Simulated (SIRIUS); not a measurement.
# Sb (Pm-3m) in SIRIUS: convergence with gk cutoff

Aim: find how far gk cutoff must go before the results for Sb settle, at PBE. This setting moves, with any that are tied to it; all else stays.

Everything below comes from runs of SIRIUS 7.12.0. Logs are shortened: lines on timing, memory, paths and dates and some standing lists are left out, and cuts for length are marked. The log counts tension as positive stress, the text compression.

## 1. Starting point

It takes space group Pm-3m (No. 221, cubic). Conventional cell: a = 3.160 Å, b = 3.160 Å, c = 3.160 Å, α = 90.00°, β = 90.00°, γ = 90.00°. Around Sb (site symmetry m-3m) lie 6 Sb at 3.16 Å.

This isn't the form of Sb at room conditions, which is rhombohedral.

## 2. With gk cutoff 1.82 1/bohr

File sirius.json:

```json
{
  "control": {
    "processing_unit": "cpu",
    "std_evp_solver_name": "lapack",
    "gen_evp_solver_name": "lapack",
    "verbosity": 2,
    "print_forces": true,
    "ortho_rf": true,
    "use_second_variation": true,
    "rmt_max": 3.0,
    "num_bands_to_print": 18,
    "save_wf": true
  },
  "parameters": {
    "electronic_structure_method": "full_potential_lapwlo",
    "xc_functionals": ["XC_GGA_X_PBE", "XC_GGA_C_PBE"],
    "core_relativity": "dirac",
    "valence_relativity": "iora",
    "num_fv_states": 18,
    "smearing": "fermi_dirac",
    "smearing_width": 0.0018374661,
    "pw_cutoff": 20,
    "gk_cutoff": 1.82,
    "lmax_apw": 10,
    "lmax_rho": 8,
    "lmax_pot": 8,
    "num_mag_dims": 0,
    "auto_rmt": 0,
    "ngridk": [8, 8, 8],
    "shiftk": [0, 0, 0],
    "num_dft_iter": 80,
    "energy_tol": 1e-07,
    "density_tol": 1e-05,
    "use_symmetry": true
  },
  "settings": {"tol_ne": 1e-10},
  "iterative_solver": {"type": "exact"},
  "mixer": {"type": "anderson", "beta": 0.5, "max_history": 8},
  "unit_cell": {
    "lattice_vectors": [[5.9715345538, 0.0, 0.0], [0.0, 5.9715345538, 0.0], [0.0, 0.0, 5.9715345538]],
    "atom_types": ["Sb"],
    "atom_files": {"Sb": "Sb.json"},
    "atoms": {"Sb": [[0.0, 0.0, 0.0]]}
  }
}
```

File Sb.json:

```json
{
  "name": "antimony",
  "symbol": "Sb",
  "number": 51,
  "mass": 121.76,
  "rmin": 1e-06,
  "rmt": 2.54,
  "nrmt": 800,
  "rinf": 15.52,
  "core": "1s2s2p3s3p3d",
  "valence": [
    {"basis": [{"enu": -0.04, "dme": 0, "n": 0, "auto": 0}, {"enu": -0.04, "dme": 1, "n": 0, "auto": 0}]},
    {"l": 0, "n": 1, "basis": [{"enu": -0.0381, "dme": 0, "n": 0, "auto": 0}]},
    {"l": 1, "n": 2, "basis": [{"enu": 0.06, "dme": 0, "n": 0, "auto": 0}]},
    {"l": 2, "n": 3, "basis": [{"enu": 0.06, "dme": 0, "n": 0, "auto": 0}]},
    {"l": 3, "n": 4, "basis": [{"enu": 0.06, "dme": 0, "n": 0, "auto": 0}]}
  ],
  "lo": [
    {
      "l": 0,
      "basis": [{"enu": -0.0381, "dme": 0, "n": 0, "auto": 0}, {"enu": -0.0381, "dme": 1, "n": 0, "auto": 0}]
    },
    {
      "l": 0,
      "basis": [{"enu": -5.197, "dme": 0, "n": 4, "auto": 1}, {"enu": -5.197, "dme": 1, "n": 4, "auto": 1}]
    },
    {
      "l": 0,
      "basis": [{"enu": -5.197, "dme": 1, "n": 4, "auto": 1}, {"enu": -0.0381, "dme": 0, "n": 0, "auto": 0}]
    },
    {
      "l": 0,
      "basis": [{"enu": -0.0381, "dme": 0, "n": 0, "auto": 0}, {"enu": 2.442, "dme": 0, "n": 0, "auto": 0}]
    },
    {"l": 1, "basis": [{"enu": 0.06, "dme": 0, "n": 0, "auto": 0}, {"enu": 0.06, "dme": 1, "n": 0, "auto": 0}]},
    {
      "l": 1,
      "basis": [{"enu": -3.485, "dme": 0, "n": 4, "auto": 1}, {"enu": -3.485, "dme": 1, "n": 4, "auto": 1}]
    },
    {"l": 1, "basis": [{"enu": -3.485, "dme": 1, "n": 4, "auto": 1}, {"enu": 0.06, "dme": 0, "n": 0, "auto": 0}]},
    {"l": 1, "basis": [{"enu": 0.06, "dme": 0, "n": 0, "auto": 0}, {"enu": 2.912, "dme": 0, "n": 0, "auto": 0}]},
    {"l": 2, "basis": [{"enu": 0.06, "dme": 0, "n": 0, "auto": 0}, {"enu": 0.06, "dme": 1, "n": 0, "auto": 0}]},
    {
      "l": 2,
      "basis": [{"enu": -0.9918, "dme": 0, "n": 4, "auto": 1}, {"enu": -0.9918, "dme": 1, "n": 4, "auto": 1}]
    },
    {
      "l": 2,
      "basis": [{"enu": -0.9918, "dme": 1, "n": 4, "auto": 1}, {"enu": 0.06, "dme": 0, "n": 0, "auto": 0}]
    },
    {"l": 2, "basis": [{"enu": 0.06, "dme": 0, "n": 0, "auto": 0}, {"enu": 3.284, "dme": 0, "n": 0, "auto": 0}]},
    {"l": 3, "basis": [{"enu": 0.06, "dme": 0, "n": 0, "auto": 0}, {"enu": 0.06, "dme": 1, "n": 0, "auto": 0}]},
    {"l": 3, "basis": [{"enu": 0.06, "dme": 0, "n": 0, "auto": 0}, {"enu": 2.757, "dme": 0, "n": 0, "auto": 0}]}
  ],
  "free_atom": [... radial grid and density of the free atom, the start of the SCF ...]
}
```

File sirius_start.json:

```json
{
  "control": {
    "processing_unit": "cpu",
    "std_evp_solver_name": "lapack",
    "gen_evp_solver_name": "lapack",
    "verbosity": 1,
    "print_forces": false,
    "ortho_rf": true,
    "use_second_variation": true,
    "rmt_max": 3.0,
    "num_bands_to_print": 18,
    "save_wf": false
  },
  "parameters": {
    "electronic_structure_method": "full_potential_lapwlo",
    "xc_functionals": ["XC_LDA_X", "XC_LDA_C_PW"],
    "core_relativity": "dirac",
    "valence_relativity": "iora",
    "num_fv_states": 18,
    "smearing": "fermi_dirac",
    "smearing_width": 0.0055123983,
    "pw_cutoff": 20,
    "gk_cutoff": 1.46,
    "lmax_apw": 10,
    "lmax_rho": 8,
    "lmax_pot": 8,
    "num_mag_dims": 0,
    "auto_rmt": 0,
    "ngridk": [3, 3, 3],
    "shiftk": [0, 0, 0],
    "num_dft_iter": 30,
    "energy_tol": 0.01,
    "density_tol": 0.05,
    "use_symmetry": true
  },
  "settings": {"tol_ne": 1e-10},
  "iterative_solver": {"type": "exact"},
  "mixer": {"type": "anderson", "beta": 0.5, "max_history": 8},
  "unit_cell": {
    "lattice_vectors": [[5.9715345538, 0.0, 0.0], [0.0, 5.9715345538, 0.0], [0.0, 0.0, 5.9715345538]],
    "atom_types": ["Sb"],
    "atom_files": {"Sb": "Sb.json"},
    "atoms": {"Sb": [[0.0, 0.0, 0.0]]}
  }
}
```

Potentials or basis: all-electron FP-LAPW, apw+lo standard.

Command:

```sh
> OMP_NUM_THREADS=1 sirius.scf --input=sirius_start.json --output=start.json
> OMP_NUM_THREADS=1 sirius.scf --input=sirius.json --output=output.json --task=1
```

Wall time 32 s (1 thread of Intel Xeon Platinum 8488C (Sapphire Rapids), shared host); peak memory 0.3 GiB.

What came out:

- Free energy: -176424.0247 eV
- Band gap on the k mesh: none (metal or under the smearing width)
- All electrons inside the program's atomic spheres: Sb 48.65 (radii Sb 2.54 bohr)

## 3. With gk cutoff 2.15 1/bohr

sirius.json, as its differences from that of step 2:

```diff
@@ -22,3 +22,3 @@
     "pw_cutoff": 20,
-    "gk_cutoff": 1.82,
+    "gk_cutoff": 2.15,
     "lmax_apw": 10,
```

Sb.json is that of step 2.

sirius_start.json, as its differences from that of step 2:

```diff
@@ -22,3 +22,3 @@
     "pw_cutoff": 20,
-    "gk_cutoff": 1.46,
+    "gk_cutoff": 1.72,
     "lmax_apw": 10,
```

Potentials or basis: all-electron FP-LAPW, apw+lo standard.

Command:

```sh
> OMP_NUM_THREADS=1 sirius.scf --input=sirius_start.json --output=start.json
> OMP_NUM_THREADS=1 sirius.scf --input=sirius.json --output=output.json --task=1
```

Wall time 33 s (1 thread of Intel Xeon Platinum 8488C (Sapphire Rapids), shared host); peak memory 0.31 GiB.

What came out:

- Free energy: -176425.7658 eV
- Band gap on the k mesh: none (metal or under the smearing width)
- All electrons inside the program's atomic spheres: Sb 48.70 (radii Sb 2.54 bohr)

## 4. With gk cutoff 2.48 1/bohr

sirius.json, as its differences from that of step 3:

```diff
@@ -22,3 +22,3 @@
     "pw_cutoff": 20,
-    "gk_cutoff": 2.15,
+    "gk_cutoff": 2.48,
     "lmax_apw": 10,
```

Sb.json is that of step 3.

sirius_start.json, as its differences from that of step 3:

```diff
@@ -22,3 +22,3 @@
     "pw_cutoff": 20,
-    "gk_cutoff": 1.72,
+    "gk_cutoff": 1.98,
     "lmax_apw": 10,
```

Command:

```sh
> OMP_NUM_THREADS=1 sirius.scf --input=sirius_start.json --output=start.json
> OMP_NUM_THREADS=1 sirius.scf --input=sirius.json --output=output.json --task=1
```

Wall time 26 s (1 thread of Intel Xeon Platinum 8488C (Sapphire Rapids), shared host); peak memory 0.31 GiB.

What came out:

| Quantity | Value |
| --- | --- |
| Free energy | -176426.6273 eV |
| Band gap on the k mesh | none (metal or under the smearing width) |
| All electrons inside the program's atomic spheres | Sb 48.72 (radii Sb 2.54 bohr) |

## 5. With gk cutoff 2.81 1/bohr

sirius.json, as its differences from that of step 4:

```diff
@@ -22,3 +22,3 @@
     "pw_cutoff": 20,
-    "gk_cutoff": 2.48,
+    "gk_cutoff": 2.81,
     "lmax_apw": 10,
```

Sb.json is that of step 4.

sirius_start.json, as its differences from that of step 4:

```diff
@@ -22,3 +22,3 @@
     "pw_cutoff": 20,
-    "gk_cutoff": 1.98,
+    "gk_cutoff": 2.25,
     "lmax_apw": 10,
```

Command:

```sh
> OMP_NUM_THREADS=1 sirius.scf --input=sirius_start.json --output=start.json
> OMP_NUM_THREADS=1 sirius.scf --input=sirius.json --output=output.json --task=1
```

Wall time 30 s (1 thread of Intel Xeon Platinum 8488C (Sapphire Rapids), shared host); peak memory 0.32 GiB.

Results:

- Free energy: -176427.0040 eV
- Band gap on the k mesh: none (metal or under the smearing width)
- All electrons inside the program's atomic spheres: Sb 48.73 (radii Sb 2.54 bohr)

## 6. With gk cutoff 3.14 1/bohr

sirius.json, as its differences from that of step 5:

```diff
@@ -22,3 +22,3 @@
     "pw_cutoff": 20,
-    "gk_cutoff": 2.81,
+    "gk_cutoff": 3.14,
     "lmax_apw": 10,
```

File Sb.json:

```json
{
  "name": "antimony",
  "symbol": "Sb",
  "number": 51,
  "mass": 121.76,
  "rmin": 1e-06,
  "rmt": 2.54,
  "nrmt": 800,
  "rinf": 15.52,
  "core": "1s2s2p3s3p3d",
  "valence": [
    {"basis": [{"enu": -0.03, "dme": 0, "n": 0, "auto": 0}, {"enu": -0.03, "dme": 1, "n": 0, "auto": 0}]},
    {"l": 0, "n": 1, "basis": [{"enu": -0.0281, "dme": 0, "n": 0, "auto": 0}]},
    {"l": 1, "n": 2, "basis": [{"enu": 0.07, "dme": 0, "n": 0, "auto": 0}]},
    {"l": 2, "n": 3, "basis": [{"enu": 0.07, "dme": 0, "n": 0, "auto": 0}]},
    {"l": 3, "n": 4, "basis": [{"enu": 0.07, "dme": 0, "n": 0, "auto": 0}]}
  ],
  "lo": [
    {
      "l": 0,
      "basis": [{"enu": -0.0281, "dme": 0, "n": 0, "auto": 0}, {"enu": -0.0281, "dme": 1, "n": 0, "auto": 0}]
    },
    {
      "l": 0,
      "basis": [{"enu": -5.187, "dme": 0, "n": 4, "auto": 1}, {"enu": -5.187, "dme": 1, "n": 4, "auto": 1}]
    },
    {
      "l": 0,
      "basis": [{"enu": -5.187, "dme": 1, "n": 4, "auto": 1}, {"enu": -0.0281, "dme": 0, "n": 0, "auto": 0}]
    },
    {
      "l": 0,
      "basis": [{"enu": -0.0281, "dme": 0, "n": 0, "auto": 0}, {"enu": 2.452, "dme": 0, "n": 0, "auto": 0}]
    },
    {"l": 1, "basis": [{"enu": 0.07, "dme": 0, "n": 0, "auto": 0}, {"enu": 0.07, "dme": 1, "n": 0, "auto": 0}]},
    {
      "l": 1,
      "basis": [{"enu": -3.475, "dme": 0, "n": 4, "auto": 1}, {"enu": -3.475, "dme": 1, "n": 4, "auto": 1}]
    },
    {"l": 1, "basis": [{"enu": -3.475, "dme": 1, "n": 4, "auto": 1}, {"enu": 0.07, "dme": 0, "n": 0, "auto": 0}]},
    {"l": 1, "basis": [{"enu": 0.07, "dme": 0, "n": 0, "auto": 0}, {"enu": 2.922, "dme": 0, "n": 0, "auto": 0}]},
    {"l": 2, "basis": [{"enu": 0.07, "dme": 0, "n": 0, "auto": 0}, {"enu": 0.07, "dme": 1, "n": 0, "auto": 0}]},
    {
      "l": 2,
      "basis": [{"enu": -0.9818, "dme": 0, "n": 4, "auto": 1}, {"enu": -0.9818, "dme": 1, "n": 4, "auto": 1}]
    },
    {
      "l": 2,
      "basis": [{"enu": -0.9818, "dme": 1, "n": 4, "auto": 1}, {"enu": 0.07, "dme": 0, "n": 0, "auto": 0}]
    },
    {"l": 2, "basis": [{"enu": 0.07, "dme": 0, "n": 0, "auto": 0}, {"enu": 3.294, "dme": 0, "n": 0, "auto": 0}]},
    {"l": 3, "basis": [{"enu": 0.07, "dme": 0, "n": 0, "auto": 0}, {"enu": 0.07, "dme": 1, "n": 0, "auto": 0}]},
    {"l": 3, "basis": [{"enu": 0.07, "dme": 0, "n": 0, "auto": 0}, {"enu": 2.767, "dme": 0, "n": 0, "auto": 0}]}
  ],
  "free_atom": [... radial grid and density of the free atom, the start of the SCF ...]
}
```

sirius_start.json, as its differences from that of step 5:

```diff
@@ -22,3 +22,3 @@
     "pw_cutoff": 20,
-    "gk_cutoff": 2.25,
+    "gk_cutoff": 2.51,
     "lmax_apw": 10,
```

Potentials or basis: all-electron FP-LAPW, apw+lo standard.

Command:

```sh
> OMP_NUM_THREADS=1 sirius.scf --input=sirius_start.json --output=start.json
> OMP_NUM_THREADS=1 sirius.scf --input=sirius.json --output=output.json --task=1
```

Wall time 35 s (1 thread of Intel Xeon Platinum 8488C (Sapphire Rapids), shared host); peak memory 0.33 GiB.

Results:

```yaml
Free_energy: -176427.1544 eV
Band_gap_on_the_k_mesh: none (metal or under the smearing width)
All_electrons_inside_the_program's_atomic_spheres: Sb 48.73 (radii Sb 2.54 bohr)
```

## 7. With gk cutoff 3.47 1/bohr

sirius.json, as its differences from that of step 6:

```diff
@@ -22,3 +22,3 @@
     "pw_cutoff": 20,
-    "gk_cutoff": 3.14,
+    "gk_cutoff": 3.47,
     "lmax_apw": 10,
```

Sb.json is that of step 6.

sirius_start.json, as its differences from that of step 6:

```diff
@@ -22,3 +22,3 @@
     "pw_cutoff": 20,
-    "gk_cutoff": 2.51,
+    "gk_cutoff": 2.65,
     "lmax_apw": 10,
```

Command:

```sh
> OMP_NUM_THREADS=1 sirius.scf --input=sirius_start.json --output=start.json
> OMP_NUM_THREADS=1 sirius.scf --input=sirius.json --output=output.json --task=1
```

It took 35 s on 1 thread of Intel Xeon Platinum 8488C (Sapphire Rapids), shared host; peak memory 0.34 GiB.

Results (log left out):

```
Free energy                                       : -176427.2061 eV
Band gap on the k mesh                            : none (metal or under the smearing width)
All electrons inside the program's atomic spheres : Sb 48.73 (radii Sb 2.54 bohr)
```

(Continued in part 2 of 2.)
